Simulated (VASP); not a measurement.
Wanted: the native input for a VASP 6.6.1 run.

```yaml
Task: single point
Functional: HSE06
Potentials_or_basis: VASP PAW PBE potentials, release 64 (I, Na_pv)
Cutoff: 520 eV
k_mesh: 3 × 3 × 3
Occupations: fermi-dirac, width 0.05 eV
Spin: spin-orbit coupling, no magnetisation
Grid_for_exact_exchange_PRECFOCK: Fast
Screening_parameter: 0.2 1/A
Further_INCAR_settings: ALGO = Normal; EDIFF = 1e-06
```

NaI:

```
I Na
1.0
     0.00000    3.23640    3.23640
     3.23640    0.00000    3.23640
     3.23640    3.23640    0.00000
I Na
1 1
Direct
  0.50000 0.50000 0.50000
  0.00000 0.00000 0.00000
```

These files were run (other wordings do the same):

POSCAR

```
NaI
1.0
    0.0000000000      3.2364000000      3.2364000000
    3.2364000000      0.0000000000      3.2364000000
    3.2364000000      3.2364000000      0.0000000000
I Na
1 1
Direct
    0.5000000000      0.5000000000      0.5000000000
    0.0000000000      0.0000000000      0.0000000000
```

INCAR.step1

```
ALGO = Normal ; EDIFF = 1E-5
ENCUT = 520 ; GGA = PE
GGA_COMPAT = F ; ISIF = 2
ISMEAR = -1 ; LASPH = T
LCHARG = F ; LNONCOLLINEAR = T
LORBIT = 11 ; LREAL = F
LSORBIT = T ; LWAVE = T
MAGMOM = 0 0 0 0 0 0 ; NELM = 100
PREC = Accurate ; SIGMA = 0.05
```

INCAR.step2

```
ALGO = Normal ; EDIFF = 1E-6
ENCUT = 520 ; GGA = PE
GGA_COMPAT = F ; HFSCREEN = 0.2
ISIF = 2 ; ISMEAR = -1
ISTART = 1 ; LASPH = T
LCHARG = F ; LHFCALC = T
LNONCOLLINEAR = T ; LORBIT = 11
LREAL = F ; LSORBIT = T
LWAVE = F ; MAGMOM = 0 0 0 0 0 0
NELM = 100 ; PREC = Accurate
PRECFOCK = Fast ; SIGMA = 0.05
```

KPOINTS

```
k-points
0
Gamma
  3 3 3
```

Potentials or basis: VASP PAW PBE potentials, release 64 (I, Na_pv).

Run with:

```console
$ cat potpaw_PBE.64/I/POTCAR potpaw_PBE.64/Na_pv/POTCAR > POTCAR
$ cp INCAR.step1 INCAR
$ mpirun -np 1 vasp_ncl > vasp.out
$ cp INCAR.step2 INCAR
$ mpirun -np 1 vasp_ncl > vasp.out
```

Results of the run:

| Quantity | Value |
| --- | --- |
| Pressure | 0.4 GPa |
| Valence electrons inside the program's atomic spheres | I 4.44; Na 6.01 |

Caveat: the k mesh is coarse (spacing up to 0.56 Å⁻¹), so the values aren't converged, least of all with exact exchange; the PAW data sets were made with another functional, which shifts forces and pressure a little.

Wall time 100 s on 1 thread of Intel(R) Xeon(R) Platinum 8559C (Emerald Rapids), with other jobs on the host, peak memory 0.47 GiB.
